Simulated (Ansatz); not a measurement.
Strain and the gap of CaO (wurtzite)

Wurtzite CaO (no longer in that coordination), relaxed with r2SCAN in Ansatz. Space group P6_3/mmc (No. 194), hexagonal; a = 3.981 Å, c = 4.770 Å in the conventional setting, 16.37 Å³ an atom. Ca has 5 O at 2.30–2.39 Å; O has 5 Ca at 2.30–2.39 Å. The cell started from the wurtzite prototype, but the relaxation took it to the higher symmetry P6_3/mmc (No. 194), so the name no longer describes it.

The axes x, y and z are those of this cell:
```
CELL_PARAMETERS angstrom
3.98084 0.00000 0.00000
-1.99042 3.44751 0.00000
0.00000 0.00000 4.77044
ATOMIC_POSITIONS crystal
Ca 0.33333 0.66667 0.93750
Ca 0.66667 0.33333 0.43750
O 0.33333 0.66667 0.43750
O 0.66667 0.33333 0.93750
```

Unstrained: With PBE the gap is 3.206 eV and direct, at Γ. The r2SCAN gap is direct at Γ: 3.633 eV. HSE06 gives a direct gap of 4.579 eV at Γ. Meshes: PBE 12×12×6, r2SCAN 12×12×6, HSE06 6×6×4. Strains are changes of length per length, and xy shears are angles. After each strain the atoms were relaxed again with r2SCAN within the symmetry that the strain leaves, so tilts or polar shifts that break it weren't tested; points keep the names that they have in the unstrained zone. No spin polarisation and no zero-point or thermal motion; the cell was built from a prototype and may be hypothetical.

Changes of the least gap in eV (an overlap counts as a negative gap):
```
                                                      strain  volume change (%)  space group     PBE  r2SCAN   HSE06  energy rise, r2SCAN (meV/atom)
epitaxial -0.5 % in the xy plane, free normal strain +0.25 %               -0.7     P6_3/mmc  +0.049  +0.051  +0.049                             0.5
                 xy shear, engineering strain (angle) +0.5 %                0.0       P2_1/m  +0.000  +0.000  +0.000                             0.0
epitaxial +0.5 % in the xy plane, free normal strain -0.25 %               +0.7     P6_3/mmc  -0.049  -0.051  -0.049                             0.5
                            isotropic +3.0 % on every length               +9.3     P6_3/mmc  -0.312  -0.317  -0.356                            35.5
```

Epitaxial -0.5 % in the xy plane, free normal strain +0.25 %. HSE06: the gap goes from 4.579 to 4.628 eV (+0.049 eV). Stress change with r2SCAN, compression positive: xx +1.01, yy +1.01, zz -0.01 GPa.

Xy shear, engineering strain (angle) +0.5 %. HSE06: the gap goes from 4.579 to 4.579 eV (0.000 eV). Stress change with r2SCAN, compression positive: xx 0.00, yy 0.00, zz 0.00, xy -0.08 GPa.

Epitaxial +0.5 % in the xy plane, free normal strain -0.25 %. HSE06: the gap goes from 4.579 to 4.530 eV (-0.049 eV). Stress change with r2SCAN, compression positive: xx -0.95, yy -0.95, zz +0.02 GPa.

Isotropic +3.0 % on every length. HSE06: the gap goes from 4.579 to 4.223 eV (-0.356 eV). Stress change with r2SCAN, compression positive: xx -6.67, yy -6.67, zz -7.47 GPa. For HSE06, dE_g/d ln V = -4.0 eV over this step.

The meshes of the hybrids are coarse, so their gaps aren't converged to the digits shown.
